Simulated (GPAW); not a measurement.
## CdSe: band structure with OLYP

The system is CdSe.

```
Cd Se
1.0
     0.00000    3.07027    3.07027
     3.07027    0.00000    3.07027
     3.07027    3.07027    0.00000
Cd Se
1 1
Direct
  0.00000 0.00000 0.00000
  0.75000 0.75000 0.75000
```

Measurements of this composition are mostly on another form, of space group No. 186.

```json
{
  "Program": "GPAW 26.7.0",
  "Task": "band structure",
  "Functional": "OLYP",
  "Potentials or basis": "PAW data sets generated in the run's folder for this functional",
  "Cutoff": "600 eV",
  "Basis": "pw",
  "k mesh": "6 × 6 × 6",
  "Occupations": "fermi-dirac, width 0.05 eV",
  "Spin": "spin-orbit coupling, no magnetisation",
  "Eigensolver": "davidson",
  "Maxiter": "150",
  "Band path": "GXWKGLUWLK,UX",
  "Band points": "60",
  "spin axis theta (degrees)": "54.7",
  "spin axis phi (degrees)": "45",
  "Soc after scf": "second variation"
}
```

- Pressure: 2.9 GPa
- Band gap on the k mesh: 0.89 eV, direct
- Band gap along the path: 0.89 eV, direct

Levels at the corners of the path, in eV from the valence-band top:
| point | band 16 | band 17 | band 18 | band 19 | band 20 | band 21 |
| --- | --- | --- | --- | --- | --- | --- |
| Γ | 0.00 | 0.00 | 0.00 | 0.89 | 0.89 | 5.73 |
| X | -1.88 | -1.74 | -1.74 | 3.65 | 3.65 | 3.89 |
| W | -2.08 | -2.06 | -2.04 | 4.82 | 4.99 | 5.60 |
| K | -2.33 | -1.50 | -1.50 | 3.96 | 3.99 | 5.26 |
| Γ | 0.00 | 0.00 | 0.00 | 0.89 | 0.89 | 5.73 |
| L | -0.93 | -0.69 | -0.69 | 2.59 | 2.59 | 6.49 |
| U | -2.33 | -1.50 | -1.50 | 3.96 | 3.99 | 5.26 |
| W | -2.08 | -2.06 | -2.04 | 4.82 | 4.99 | 5.60 |
| L | -0.93 | -0.69 | -0.69 | 2.59 | 2.59 | 6.49 |
| K | -2.33 | -1.50 | -1.50 | 3.96 | 3.99 | 5.26 |
| U | -2.33 | -1.50 | -1.50 | 3.96 | 3.99 | 5.26 |
| X | -1.88 | -1.74 | -1.74 | 3.65 | 3.65 | 3.89 |

It took 31 s on 1 thread of Intel(R) Xeon(R) Platinum 8488C (Sapphire Rapids), on a shared host, peak memory 0.28 GiB.

Caveat: spin-orbit coupling was added after a scalar SCF, so levels and gaps hold it while energy, forces, pressure and moments don't; this program's spin-orbit splittings come out too wide for heavy elements.
